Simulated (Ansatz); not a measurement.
## An elastic constant from a strain scan in TiAl

Level of theory: DFT r2SCAN, scalar-relativistic, plane waves, PAW in Ansatz. Cutoff 500 eV, Γ-centred 16×16×16 k-points, Gaussian smearing of 0.15 eV. No spin polarisation. Energies are free energies at this smearing, counted from the undisturbed cell; pressure is positive in compression.

The undisturbed cell (as given, not relaxed at this level; it stands at -0.8 GPa, and it needn't be the usual structure):

```xyz
2
Lattice="3.1791 0.0000 0.0000 0.0000 3.1791 0.0000 0.0000 0.0000 3.1791" Properties=species:S:1:pos:R:3 pbc="T T T"
Ti    0.0000    0.0000    0.0000
Al    1.5895    1.5895    1.5895
```

The cell is strained by ε times the Voigt pattern (0, 0, 0, 0, 0, 1) (xx, yy, zz, yz, xz, xy; engineering shear) with fractional coordinates fixed. The cell holds 2 atoms in V0 = 32.13 Å³. The stress column is τ = (1/V0) dE/dε, got from the stress tensor σ (compression positive) at each point as −det(1 + εP) σ : P(1 + εP)⁻¹, with P the pattern as a tensor.

| ε | ΔE (meV/atom) | τ (GPa) |
| --- | --- | --- |
| -0.0525 | 10.780 | -4.156 |
| -0.0450 | 7.889 | -3.535 |
| -0.0375 | 5.460 | -2.926 |
| -0.0300 | 3.485 | -2.328 |
| -0.0225 | 1.955 | -1.739 |
| -0.0150 | 0.867 | -1.156 |
| -0.0075 | 0.216 | -0.577 |
| 0.0000 | 0.000 | 0.000 |
| 0.0075 | 0.216 | 0.577 |
| 0.0150 | 0.867 | 1.156 |
| 0.0225 | 1.955 | 1.739 |
| 0.0300 | 3.485 | 2.328 |
| 0.0375 | 5.460 | 2.926 |
| 0.0450 | 7.889 | 3.535 |
| 0.0525 | 10.780 | 4.156 |
| 0.0600 | ? | ? |

**Question.** Which combination of elastic constants does this scan measure, and how large is it?

**Answer.** For small ε, τ = τ0 + Kε with K = pᵀCp, which for this pattern is C44 in the cubic axes. The parabola through τ at ε = -0.0075, 0 and 0.0075 has slope K = 77 GPa at zero. The energies per cell, E = NΔE, of the same two points give K = 2[E(ε₊)/ε₊ − E(ε₋)/ε₋]/[(ε₊ − ε₋)V0] = 77 GPa, in agreement.

**Question.** Predict the withheld row at ε = 0.0600 from the harmonic law, and compare.

**Answer.** ΔE = V0(τ0 ε + Kε²/2)/N = 13.878 meV/atom and τ = 4.61 GPa. The calculation gives 14.144 meV/atom and 4.79 GPa, a miss of 1.9 % of the harmonic energy, so the harmonic law still holds here.

In a metal these slopes depend on the k mesh and the smearing.